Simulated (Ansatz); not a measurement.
# Te: the cost of one run

Method: DFT PBEsol, scalar-relativistic, plane waves, PAW, in Ansatz 0.2.0.

The COD entry's cell or inner coordinates are ideal or old and differ from later refinements, so a difference from it is no clean test against experiment.

## 1. The structure to begin with

It takes space group P3_121 (No. 152, trigonal). The conventional cell has a = 4.454 Å, b = 4.454 Å, c = 5.924 Å, α = 90.00°, β = 90.00°, γ = 120.00°. Around Te (site symmetry 2) lie 2 Te at 2.86 Å.

As a file:

```cif
data_structure
_symmetry_space_group_name_H-M 'P3_121'
_symmetry_Int_Tables_number 152
_cell_length_a 4.4540
_cell_length_b 4.4540
_cell_length_c 5.9240
_cell_angle_alpha 90.000
_cell_angle_beta 90.000
_cell_angle_gamma 120.000
_cell_volume 101.78
loop_
_atom_site_label
_atom_site_type_symbol
_atom_site_symmetry_multiplicity
_atom_site_Wyckoff_symbol
_atom_site_fract_x
_atom_site_fract_y
_atom_site_fract_z
_atom_site_occupancy
Te1 Te 3 a 0.26900 0.00000 0.33333 1
```

Source of the structure: the Crystallography Open Database.

(A quick probe on a coarse mesh, which set the mesh and smearing, is not shown.)

## 3. The relaxation

Input file input.yaml:

```yaml
crystal:
  lattice:
    - [4.454, 0.0, 0.0]
    - [-2.227, 3.8572771485, 0.0]
    - [0.0, 0.0, 5.924]
  atoms:
    - { symbol: Te, position: [0.269, 0.0, 0.3333333333] }
    - { symbol: Te, position: [0.0, 0.269, 0.6666666667] }
    - { symbol: Te, position: [0.731, 0.731, 0.0] }
basis:
  ecutwfc: 420
kpoints:
  mp_grid: { grid: [12, 12, 6] }
hamiltonian:
  xc: pbesol
scf:
  occupations: { method: gaussian, width: 0.01 }
output:
  forces: true
  stress: true
  eigenvalues: true
relax:
  adjacent_minimum: "off"
  f_tol: 0.005
  max_steps: 80
  cell: { stress_tol: 0.05 }
```

Run with:

```sh
> ansatz run input.yaml --threads 1 --pin off --max-ram 4096MiB --backend cpu --events-out ev --progress --plain --runs-dir out
```

Q: Estimate wall time and peak memory on 1 thread of Intel Xeon Platinum 8488C (Sapphire Rapids), shared host.

About 89 s, with a peak of 0.54 GiB.
